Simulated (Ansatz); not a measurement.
**TaC (Fm-3m): zero-pressure volume and bulk modulus with revPBE**

What volume and stiffness does revPBE give for TaC (Fm-3m)?

Method: DFT revPBE, scalar-relativistic, plane waves, PAW, in Ansatz 0.2.0.

1 further run of the same task is left out (set aside as unsound or not needed). Runs told in other sessions of the task aren't counted.

## (1) The structure to begin with

The structure is cubic, space group Fm-3m (No. 225). The conventional cell has a = 4.454 Å, b = 4.454 Å, c = 4.454 Å, α = 90.00°, β = 90.00°, γ = 90.00°. Ta (site symmetry m-3m) has 6 C at 2.23 Å in its first shell of neighbours. C (site symmetry m-3m) is surrounded by 6 Ta at 2.23 Å.

As a file:

```xyz
2
Lattice="0.0000 2.2270 2.2270 2.2270 0.0000 2.2270 2.2270 2.2270 0.0000" Properties=species:S:1:pos:R:3 pbc="T T T"
Ta    0.0000    0.0000    0.0000
C     2.2270    2.2270    2.2270
```

An earlier run on this cell at PBE gave 4.73 GPa at 11.045 Å³/atom (10×10×10 mesh), a metal on this mesh. The cell is compressed at this level.

## (2) At the given cell

File input.yaml:

```yaml
crystal:
  lattice:
    - [0.0, 2.226998583, 2.226998583]
    - [2.226998583, 0.0, 2.226998583]
    - [2.226998583, 2.226998583, 0.0]
  atoms:
    - { symbol: Ta, position: [0.0, 0.0, 0.0] }
    - { symbol: C, position: [0.5, 0.5, 0.5] }
basis:
  ecutwfc: 420
  ecutrho_ratio: 4
kpoints:
  mp_grid: { grid: [10, 10, 10] }
hamiltonian:
  xc: revpbe
scf:
  occupations: { method: gaussian, width: 0.05 }
output:
  forces: true
  stress: true
  eigenvalues: true
```

Command:

```bash
> ansatz run input.yaml --threads 4 --pin off --max-ram 8192MiB --backend cpu --events-out ev --progress --plain --runs-dir out
```

Standard output, cut to the lines that bear on the results:

```text
Warning: RAYON_NUM_THREADS=4 ignored (pool sized by the plan → 4); use --threads N
[...]
Pseudopotentials: kind: paw
Pseudopotential: Ta, paw, valence charge 13, recommended cutoff 420 eV (normal), Ta.paw.azcp
Pseudopotential: C, paw, valence charge 4, recommended cutoff 420 eV (normal), C.paw.azcp
Functional definition: revPBE
[...]
Crystal: 2 atoms, lattice volume = 22.090 Å³
Basis set: ecut = 420 eV, 411 PW (Γ), exchange–correlation on 48×48×48 points (8 copies of the dense FFT grid, shifted against one another)
Bands: 13, of which v1, the nominal top of the filled ones, is band 9 counted from 1 (8 counted from 0)
Symmetry: 48 space group operations
Space group: Fm-3m (ITA 225), of the structure as read, at distance tolerance 2.8e-5 Å
k-points: 47 of 1000
[...]
SCF iter   1: F=—  HF=-10194.210778 eV  |F-HF|=—  |Δ(HF+E_count)|=         —  Δρ=2.47e-3  dr2=4.61e-4  ethr=1.77e-3  ⟨swp⟩=6.0  Hψ=3253  notcnv=0
[...]
SCF iter   6: F=-10194.211025 eV  HF=-10194.211025 eV  |F-HF|=2.00e-11  |Δ(HF+E_count)|=   1.35e-9  Δρ=8.33e-7  dr2=4.97e-11  ethr=1.18e-11  ⟨swp⟩=2.9  Hψ=1899  notcnv=0
[...]
SCF converged after 6 iterations
Free energy (F): -10194.211025 eV
[...]
E sigma→0 (E₀):  -10194.210810 eV
Entropy (-TS):   -0.000431 eV (-0.215 meV/atom)
Fermi energy:    20.055501 eV
[...]
--- Forces (eV/Å), atoms counted from 1 ---
  atom   1  Ta    -0.00000000     0.00000000    -0.00000000
  atom   2  C      0.00000000    -0.00000000    -0.00000000
[...]
--- Stress (GPa, compression-positive) ---
        7.853931       0.000000       0.000000
       -0.000000       7.853931       0.000000
       -0.000000       0.000000       7.853931
  P = ⅓ Tr σ = 7.8539 GPa (78.539 kbar)
--- Band table (eV; the first three rows and the last of 47) ---
  k-point 0: bands = ["-48.6511", "-14.9163", "-14.9163", "-14.9163", "5.2694", "18.7966", "18.7966", "18.7966", "19.6200", "19.6200", "19.6200", "20.7880", "20.7880"]
[...]
```

Wall time 0.54 s (4 threads of Arm Neoverse V1, shared host); peak memory 0.28 GiB.

Read off: volume 11.045 Å³/atom, pressure 7.85 GPa, metallic.

## (3) Stepping to 11.623 Å³/atom

Edit input.yaml of step 2 so:

```diff
@@ -2,5 +2,5 @@
   lattice:
-    - [0.0, 2.226998583, 2.226998583]
-    - [2.226998583, 0.0, 2.226998583]
-    - [2.226998583, 2.226998583, 0.0]
+    - [0.0, 2.2652074868, 2.2652074868]
+    - [2.2652074868, 0.0, 2.2652074868]
+    - [2.2652074868, 2.2652074868, 0.0]
   atoms:
```

Command:

```bash
> ansatz run input.yaml --threads 4 --pin off --max-ram 8192MiB --backend cpu --events-out ev --progress --plain --runs-dir out
```

Standard output, cut to the lines that bear on the results:

```text
Warning: RAYON_NUM_THREADS=4 ignored (pool sized by the plan → 4); use --threads N
[...]
[... 4 set-up lines as earlier in the session ...]
[...]
Crystal: 2 atoms, lattice volume = 23.246 Å³
Basis set: ecut = 420 eV, 459 PW (Γ), exchange–correlation on 48×48×48 points (8 copies of the dense FFT grid, shifted against one another)
Bands: 13, of which v1, the nominal top of the filled ones, is band 9 counted from 1 (8 counted from 0)
[... 1 set-up line as earlier in the session ...]
Space group: Fm-3m (ITA 225), of the structure as read, at distance tolerance 2.9e-5 Å
k-points: 47 of 1000
[...]
SCF iter   1: F=—  HF=-10194.207394 eV  |F-HF|=—  |Δ(HF+E_count)|=         —  Δρ=2.48e-3  dr2=6.43e-4  ethr=1.77e-3  ⟨swp⟩=5.9  Hψ=3267  notcnv=0
[...]
SCF iter   6: F=-10194.207342 eV  HF=-10194.207342 eV  |F-HF|=2.71e-10  |Δ(HF+E_count)|=  5.57e-10  Δρ=2.46e-6  dr2=4.86e-10  ethr=6.18e-11  ⟨swp⟩=3.7  Hψ=2163  notcnv=0
[...]
SCF converged after 6 iterations
Free energy (F): -10194.207342 eV
[...]
E sigma→0 (E₀):  -10194.207126 eV
Entropy (-TS):   -0.000434 eV (-0.217 meV/atom)
Fermi energy:    18.980758 eV
[...]
--- Forces (eV/Å), atoms counted from 1 ---
  atom   1  Ta    -0.00000000    -0.00000000    -0.00000000
  atom   2  C      0.00000000    -0.00000000    -0.00000000
[...]
--- Stress (GPa, compression-positive) ---
       -8.172241      -0.000000      -0.000000
        0.000000      -8.172241      -0.000000
       -0.000000       0.000000      -8.172241
  P = ⅓ Tr σ = -8.1722 GPa (-81.722 kbar)
--- Band table (eV; the first three rows and the last of 47) ---
  k-point 0: bands = ["-49.8803", "-16.1491", "-16.1491", "-16.1491", "4.5419", "17.8026", "17.8026", "17.8026", "18.5677", "18.5677", "18.5677", "19.6466", "19.6466"]
[...]
```

Wall time 0.56 s (4 threads of Arm Neoverse V1, shared host); peak memory 0.28 GiB.

This gives: volume 11.623 Å³/atom, pressure -8.17 GPa, a metal on this mesh.

## (4) Stepping to 11.308 Å³/atom

Edit input.yaml of step 3 so:

```diff
@@ -2,5 +2,5 @@
   lattice:
-    - [0.0, 2.2652074868, 2.2652074868]
-    - [2.2652074868, 0.0, 2.2652074868]
-    - [2.2652074868, 2.2652074868, 0.0]
+    - [0.0, 2.2445504591, 2.2445504591]
+    - [2.2445504591, 0.0, 2.2445504591]
+    - [2.2445504591, 2.2445504591, 0.0]
   atoms:
```

Command:

```bash
> ansatz run input.yaml --threads 4 --pin off --max-ram 8192MiB --backend cpu --events-out ev --progress --plain --runs-dir out
```

Standard output, cut to the lines that bear on the results:

```text
Warning: RAYON_NUM_THREADS=4 ignored (pool sized by the plan → 4); use --threads N
[...]
[... 4 set-up lines as earlier in the session ...]
[...]
Crystal: 2 atoms, lattice volume = 22.616 Å³
Basis set: ecut = 420 eV, 459 PW (Γ), exchange–correlation on 48×48×48 points (8 copies of the dense FFT grid, shifted against one another)
Bands: 13, of which v1, the nominal top of the filled ones, is band 9 counted from 1 (8 counted from 0)
[... 2 set-up lines as earlier in the session ...]
k-points: 47 of 1000
[...]
SCF iter   1: F=—  HF=-10194.223677 eV  |F-HF|=—  |Δ(HF+E_count)|=         —  Δρ=2.43e-3  dr2=4.78e-4  ethr=1.77e-3  ⟨swp⟩=6.0  Hψ=3269  notcnv=0
[...]
SCF iter   6: F=-10194.223770 eV  HF=-10194.223770 eV  |F-HF|=5.64e-11  |Δ(HF+E_count)|=   1.79e-9  Δρ=1.20e-6  dr2=1.19e-10  ethr=1.64e-11  ⟨swp⟩=3.0  Hψ=1951  notcnv=0
[...]
SCF converged after 6 iterations
Free energy (F): -10194.223770 eV
[...]
E sigma→0 (E₀):  -10194.223554 eV
Entropy (-TS):   -0.000432 eV (-0.216 meV/atom)
Fermi energy:    19.554609 eV
[...]
--- Forces (eV/Å), atoms counted from 1 ---
  atom   1  Ta    -0.00000000     0.00000000    -0.00000000
  atom   2  C      0.00000000     0.00000000     0.00000000
[...]
--- Stress (GPa, compression-positive) ---
        0.030746       0.000000      -0.000000
        0.000000       0.030746      -0.000000
        0.000000       0.000000       0.030746
  P = ⅓ Tr σ = 0.0307 GPa (0.307 kbar)
--- Band table (eV; the first three rows and the last of 47) ---
  k-point 0: bands = ["-49.2237", "-15.4910", "-15.4910", "-15.4910", "4.9282", "18.3335", "18.3335", "18.3335", "19.1278", "19.1278", "19.1278", "20.2558", "20.2558"]
[...]
```

Wall time 0.55 s (4 threads of Arm Neoverse V1, shared host); peak memory 0.28 GiB.

Result: volume 11.308 Å³/atom, pressure 0.03 GPa, metallic.

## (5) Volume × 0.98 of the new zero

Edit input.yaml of step 4 so:

```diff
@@ -2,5 +2,5 @@
   lattice:
-    - [0.0, 2.2445504591, 2.2445504591]
-    - [2.2445504591, 0.0, 2.2445504591]
-    - [2.2445504591, 2.2445504591, 0.0]
+    - [0.0, 2.2294859082, 2.2294859082]
+    - [2.2294859082, 0.0, 2.2294859082]
+    - [2.2294859082, 2.2294859082, 0.0]
   atoms:
```

Command:

```bash
> ansatz run input.yaml --threads 4 --pin off --max-ram 8192MiB --backend cpu --events-out ev --progress --plain --runs-dir out
```

Standard output, cut to the lines that bear on the results:

```text
Warning: RAYON_NUM_THREADS=4 ignored (pool sized by the plan → 4); use --threads N
[...]
[... 4 set-up lines as earlier in the session ...]
[...]
Crystal: 2 atoms, lattice volume = 22.164 Å³
Basis set: ecut = 420 eV, 411 PW (Γ), exchange–correlation on 48×48×48 points (8 copies of the dense FFT grid, shifted against one another)
Bands: 13, of which v1, the nominal top of the filled ones, is band 9 counted from 1 (8 counted from 0)
[... 2 set-up lines as earlier in the session ...]
k-points: 47 of 1000
[...]
SCF iter   1: F=—  HF=-10194.214230 eV  |F-HF|=—  |Δ(HF+E_count)|=         —  Δρ=2.47e-3  dr2=4.60e-4  ethr=1.77e-3  ⟨swp⟩=6.0  Hψ=3260  notcnv=0
[...]
SCF iter   6: F=-10194.214393 eV  HF=-10194.214393 eV  |F-HF|=1.64e-11  |Δ(HF+E_count)|=   1.21e-9  Δρ=7.07e-7  dr2=3.59e-11  ethr=1.82e-11  ⟨swp⟩=2.9  Hψ=2044  notcnv=0
[...]
SCF converged after 6 iterations
Free energy (F): -10194.214393 eV
[...]
E sigma→0 (E₀):  -10194.214178 eV
Entropy (-TS):   -0.000431 eV (-0.215 meV/atom)
Fermi energy:    19.983805 eV
[...]
--- Forces (eV/Å), atoms counted from 1 ---
  atom   1  Ta    -0.00000000     0.00000000     0.00000000
  atom   2  C      0.00000000    -0.00000000     0.00000000
[...]
--- Stress (GPa, compression-positive) ---
        6.694707      -0.000000       0.000000
        0.000000       6.694707       0.000000
       -0.000000      -0.000000       6.694707
  P = ⅓ Tr σ = 6.6947 GPa (66.947 kbar)
--- Band table (eV; the first three rows and the last of 47) ---
  k-point 0: bands = ["-48.7331", "-14.9987", "-14.9987", "-14.9987", "5.2203", "18.7304", "18.7304", "18.7304", "19.5497", "19.5497", "19.5497", "20.7118", "20.7118"]
[...]
```

Run time: 0.55 s. Hardware: 4 threads of Arm Neoverse V1, shared host; peak memory 0.28 GiB.

This gives: volume 11.082 Å³/atom, pressure 6.69 GPa, no gap.

## (6) Volume × 1.02 of the new zero

Edit input.yaml of step 5 so:

```diff
@@ -2,5 +2,5 @@
   lattice:
-    - [0.0, 2.2294859082, 2.2294859082]
-    - [2.2294859082, 0.0, 2.2294859082]
-    - [2.2294859082, 2.2294859082, 0.0]
+    - [0.0, 2.2594154649, 2.2594154649]
+    - [2.2594154649, 0.0, 2.2594154649]
+    - [2.2594154649, 2.2594154649, 0.0]
   atoms:
```

Command:

```bash
> ansatz run input.yaml --threads 4 --pin off --max-ram 8192MiB --backend cpu --events-out ev --progress --plain --runs-dir out
```

Standard output, cut to the lines that bear on the results:

```text
Warning: RAYON_NUM_THREADS=4 ignored (pool sized by the plan → 4); use --threads N
[...]
[... 4 set-up lines as earlier in the session ...]
[...]
Crystal: 2 atoms, lattice volume = 23.068 Å³
Basis set: ecut = 420 eV, 459 PW (Γ), exchange–correlation on 48×48×48 points (8 copies of the dense FFT grid, shifted against one another)
Bands: 13, of which v1, the nominal top of the filled ones, is band 9 counted from 1 (8 counted from 0)
[... 2 set-up lines as earlier in the session ...]
k-points: 47 of 1000
[...]
SCF iter   1: F=—  HF=-10194.215073 eV  |F-HF|=—  |Δ(HF+E_count)|=         —  Δρ=2.45e-3  dr2=5.78e-4  ethr=1.77e-3  ⟨swp⟩=6.0  Hψ=3236  notcnv=0
[...]
SCF iter   6: F=-10194.215210 eV  HF=-10194.215210 eV  |F-HF|=2.80e-10  |Δ(HF+E_count)|=  9.26e-10  Δρ=2.55e-6  dr2=5.08e-10  ethr=4.38e-11  ⟨swp⟩=3.5  Hψ=2143  notcnv=0
[...]
SCF converged after 6 iterations
Free energy (F): -10194.215210 eV
[...]
E sigma→0 (E₀):  -10194.214994 eV
Entropy (-TS):   -0.000433 eV (-0.216 meV/atom)
Fermi energy:    19.140034 eV
[...]
--- Forces (eV/Å), atoms counted from 1 ---
  atom   1  Ta    -0.00000000    -0.00000000    -0.00000000
  atom   2  C      0.00000000    -0.00000000     0.00000000
[...]
--- Stress (GPa, compression-positive) ---
       -5.976195      -0.000000       0.000000
        0.000000      -5.976195      -0.000000
        0.000000      -0.000000      -5.976195
  P = ⅓ Tr σ = -5.9762 GPa (-59.762 kbar)
--- Band table (eV; the first three rows and the last of 47) ---
  k-point 0: bands = ["-49.6980", "-15.9665", "-15.9665", "-15.9665", "4.6486", "17.9500", "17.9500", "17.9500", "18.7229", "18.7229", "18.7229", "19.8156", "19.8156"]
[...]
```

Wall time 0.55 s (4 threads of Arm Neoverse V1, shared host); peak memory 0.28 GiB.

This gives: volume 11.534 Å³/atom, pressure -5.98 GPa, no gap.

## (7) Volume × 0.96 of the new zero

Edit input.yaml of step 6 so:

```diff
@@ -2,5 +2,5 @@
   lattice:
-    - [0.0, 2.2594154649, 2.2594154649]
-    - [2.2594154649, 0.0, 2.2594154649]
-    - [2.2594154649, 2.2594154649, 0.0]
+    - [0.0, 2.2142149775, 2.2142149775]
+    - [2.2142149775, 0.0, 2.2142149775]
+    - [2.2142149775, 2.2142149775, 0.0]
   atoms:
```

Command:

```bash
> ansatz run input.yaml --threads 4 --pin off --max-ram 8192MiB --backend cpu --events-out ev --progress --plain --runs-dir out
```

Standard output, cut to the lines that bear on the results:

```text
Warning: RAYON_NUM_THREADS=4 ignored (pool sized by the plan → 4); use --threads N
[...]
[... 4 set-up lines as earlier in the session ...]
[...]
Crystal: 2 atoms, lattice volume = 21.711 Å³
Basis set: ecut = 420 eV, 411 PW (Γ), exchange–correlation on 48×48×48 points (8 copies of the dense FFT grid, shifted against one another)
Bands: 13, of which v1, the nominal top of the filled ones, is band 9 counted from 1 (8 counted from 0)
[... 2 set-up lines as earlier in the session ...]
k-points: 47 of 1000
[...]
SCF iter   1: F=—  HF=-10194.185117 eV  |F-HF|=—  |Δ(HF+E_count)|=         —  Δρ=2.54e-3  dr2=5.10e-4  ethr=1.77e-3  ⟨swp⟩=5.9  Hψ=3268  notcnv=0
[...]
SCF iter   6: F=-10194.185239 eV  HF=-10194.185239 eV  |F-HF|=2.18e-11  |Δ(HF+E_count)|=   1.11e-9  Δρ=8.03e-7  dr2=5.08e-11  ethr=8.95e-12  ⟨swp⟩=2.8  Hψ=1884  notcnv=0
[...]
SCF converged after 6 iterations
Free energy (F): -10194.185239 eV
[...]
E sigma→0 (E₀):  -10194.185024 eV
Entropy (-TS):   -0.000430 eV (-0.215 meV/atom)
Fermi energy:    20.427945 eV
[...]
--- Forces (eV/Å), atoms counted from 1 ---
  atom   1  Ta    -0.00000000     0.00000000     0.00000000
  atom   2  C      0.00000000    -0.00000000     0.00000000
[...]
--- Stress (GPa, compression-positive) ---
       14.090345      -0.000000      -0.000000
       -0.000000      14.090345      -0.000000
       -0.000000       0.000000      14.090345
  P = ⅓ Tr σ = 14.0903 GPa (140.903 kbar)
--- Band table (eV; the first three rows and the last of 47) ---
  k-point 0: bands = ["-48.2256", "-14.4886", "-14.4886", "-14.4886", "5.5258", "19.1408", "19.1408", "19.1408", "19.9855", "19.9855", "19.9855", "21.1843", "21.1843"]
[...]
```

Run time: 0.54 s. Hardware: 4 threads of Arm Neoverse V1, shared host; peak memory 0.28 GiB.

Result: volume 10.856 Å³/atom, pressure 14.09 GPa, metallic.

## (8) Volume × 1.04 of the new zero

Edit input.yaml of step 7 so:

```diff
@@ -2,5 +2,5 @@
   lattice:
-    - [0.0, 2.2142149775, 2.2142149775]
-    - [2.2142149775, 0.0, 2.2142149775]
-    - [2.2142149775, 2.2142149775, 0.0]
+    - [0.0, 2.274087405, 2.274087405]
+    - [2.274087405, 0.0, 2.274087405]
+    - [2.274087405, 2.274087405, 0.0]
   atoms:
```

Command:

```bash
> ansatz run input.yaml --threads 4 --pin off --max-ram 8192MiB --backend cpu --events-out ev --progress --plain --runs-dir out
```

Standard output, cut to the lines that bear on the results:

```text
Warning: RAYON_NUM_THREADS=4 ignored (pool sized by the plan → 4); use --threads N
[...]
[... 4 set-up lines as earlier in the session ...]
[...]
Crystal: 2 atoms, lattice volume = 23.521 Å³
Basis set: ecut = 420 eV, 459 PW (Γ), exchange–correlation on 48×48×48 points (8 copies of the dense FFT grid, shifted against one another)
Bands: 13, of which v1, the nominal top of the filled ones, is band 9 counted from 1 (8 counted from 0)
[... 2 set-up lines as earlier in the session ...]
k-points: 47 of 1000
[...]
SCF iter   1: F=—  HF=-10194.190580 eV  |F-HF|=—  |Δ(HF+E_count)|=         —  Δρ=2.53e-3  dr2=7.76e-4  ethr=1.77e-3  ⟨swp⟩=5.9  Hψ=3262  notcnv=0
[...]
SCF iter   6: F=-10194.190556 eV  HF=-10194.190556 eV  |F-HF|=2.38e-10  |Δ(HF+E_count)|=   2.12e-9  Δρ=2.34e-6  dr2=4.25e-10  ethr=1.24e-10  ⟨swp⟩=3.7  Hψ=2262  notcnv=0
[...]
SCF converged after 6 iterations
Free energy (F): -10194.190556 eV
[...]
E sigma→0 (E₀):  -10194.190338 eV
Entropy (-TS):   -0.000434 eV (-0.217 meV/atom)
Fermi energy:    18.738983 eV
[...]
--- Forces (eV/Å), atoms counted from 1 ---
  atom   1  Ta    -0.00000000     0.00000000     0.00000000
  atom   2  C      0.00000000    -0.00000000     0.00000000
[...]
--- Stress (GPa, compression-positive) ---
      -11.390563      -0.000000      -0.000000
        0.000000     -11.390563      -0.000000
        0.000000       0.000000     -11.390563
  P = ⅓ Tr σ = -11.3906 GPa (-113.906 kbar)
--- Band table (eV; the first three rows and the last of 47) ---
  k-point 0: bands = ["-50.1569", "-16.4260", "-16.4260", "-16.4260", "4.3807", "17.5790", "17.5790", "17.5790", "18.3323", "18.3323", "18.3323", "19.3902", "19.3902"]
[...]
```

Run time: 0.56 s. Hardware: 4 threads of Arm Neoverse V1, shared host; peak memory 0.28 GiB.

Read off: volume 11.760 Å³/atom, pressure -11.39 GPa, a metal on this mesh.

## (9) Energy and pressure against volume

Energies have the smearing extrapolated to zero and count from the lowest point.

| volume (Å³/atom) | energy (meV/atom) | pressure (GPa) |
| --- | --- | --- |
| 10.856 | 19.27 | 14.09 |
| 11.082 | 4.69 | 6.69 |
| 11.308 | 0.00 | 0.03 |
| 11.534 | 4.28 | -5.98 |
| 11.760 | 16.61 | -11.39 |

volume (Å³/atom), energy (meV/atom) and a bar:
```
    10.86       19.3 ##############################
    11.08        4.7 #######
    11.31        0.0 
    11.53        4.3 #######
    11.76       16.6 ##########################
```

## (10) What came out

| quantity | value |
| --- | --- |
| V0 | 11.309 Å³/atom |
| B0 | 316 GPa |
| gap on the mesh | none (metal) |
| time in all | 3.9 s |

In words: revPBE puts the minimum at 11.31 Å³/atom, +2.4 % from the cell given, which stood at 4.7 GPa under PBE, with a bulk modulus of 316 GPa. The PAW datasets were made for PBE. Spin–orbit coupling is left out, though the cell holds Ta; in elements this heavy it can shift levels and gaps by tenths of an eV.
